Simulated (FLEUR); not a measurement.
LiF (Griceite): equation of state with LDA

LiF (Griceite):

```
F Li
1.0
     0.00000    2.01400    2.01400
     2.01400    0.00000    2.01400
     2.01400    2.01400    0.00000
F Li
1 1
Direct
  0.50000 0.50000 0.50000
  0.00000 0.00000 0.00000
```

```
Program             : FLEUR MaX-R8.1 (later development tree)
Task                : equation of state
Functional          : LDA
Potentials or basis : all-electron
Basis               : FLAPW
Kmax                : 4.21 1/bohr
k mesh              : 11 × 11 × 11
Occupations         : fermi-dirac, width 0.05 eV
Spin                : no spin polarisation
```

The equilibrium volume is 7.47 Å³/atom (rough: see the caveat) and the bulk modulus is 90 GPa (rough).

Energy against volume, from the lowest point:
```csv
volume (Å³/atom),energy (meV/atom)
7.679,0.00
7.842,3.18
8.169,14.08
8.496,29.61
8.659,38.91
```

Caveat: the minimum lies outside the volumes run.
